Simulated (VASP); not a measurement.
**SnSe in VASP 6.6.1, single-point calculation**

INCAR

```
LWAVE = .FALSE.
PREC = Accurate
LREAL = .FALSE.
LCHARG = .FALSE.
ISIF = 2
SIGMA = 0.005
NBANDS = 17
MAGMOM = -0.5 0.5
LASPH = .TRUE.
NELM = 120
ISMEAR = -5
GGA = PE
ENCUT = 520
EDIFF = 1E-6
IBRION = -1
NSW = 0
ISPIN = 2
```

KPOINTS

```
KPOINTS created by Atomic Simulation Environment
0
Gamma
8 8 8
0 0 0
```

POSCAR

```
Sn Se
 1.0000000000000000
     0.0000000000000000    2.9508617510000001    2.9508617510000001
     2.9508617510000001    0.0000000000000000    2.9508617510000001
     2.9508617510000001    2.9508617510000001    0.0000000000000000
 Sn  Se
   1   1
Cartesian
  0.0000000000000000  0.0000000000000000  0.0000000000000000
  2.9508617510000001  2.9508617510000001  2.9508617510000001
```

The recommended PBE PAW datasets give the neutral cell 20 valence electrons.

Command

```
mpirun -np 1 vasp_std
```

OSZICAR

```
N       E                     dE             d eps       ncg     rms          rms(c)
DAV:   1     0.131927915995E+03    0.13193E+03   -0.98248E+03  1990   0.148E+03
DAV:   2     0.412792091684E+01   -0.12780E+03   -0.12437E+03  2076   0.348E+02
DAV:   3    -0.794730319860E+01   -0.12075E+02   -0.11984E+02  2456   0.935E+01
DAV:   4    -0.824633446477E+01   -0.29903E+00   -0.29876E+00  2322   0.153E+01
DAV:   5    -0.825474905687E+01   -0.84146E-02   -0.84142E-02  2809   0.257E+00    0.433E+00
DAV:   6    -0.816295130521E+01    0.91798E-01   -0.37893E-01  2812   0.367E+00    0.230E+00
DAV:   7    -0.816360900948E+01   -0.65770E-03   -0.75311E-02  2340   0.184E+00    0.130E+00
DAV:   8    -0.816612687003E+01   -0.25179E-02   -0.82020E-03  2247   0.734E-01    0.562E-01
DAV:   9    -0.816686088162E+01   -0.73401E-03   -0.17161E-03  2330   0.376E-01    0.151E-01
DAV:  10    -0.816665332357E+01    0.20756E-03   -0.25976E-04  2490   0.150E-01    0.535E-02
DAV:  11    -0.816667769204E+01   -0.24368E-04   -0.50219E-05  2462   0.652E-02    0.231E-02
DAV:  12    -0.816669406408E+01   -0.16372E-04   -0.21639E-05  2288   0.375E-02    0.646E-03
DAV:  13    -0.816669316599E+01    0.89809E-06   -0.23330E-06  2347   0.152E-02
   1 F= -.81666932E+01 E0= -.81666932E+01  d E =0.000000E+00  mag=    -0.0000
```

It converged. Results: pressure 4.5 GPa; magnetic moment of the cell 0.00 μB.

For comparison, a separate PBE run of the intended cell, on usual settings and not on those above, gives a gap of 0.75 eV on its mesh and a pressure of 4.5 GPa.

The run above took about 48 s on one core of a shared host (Intel Xeon Platinum 8488C) and held 0.21 GiB at most.
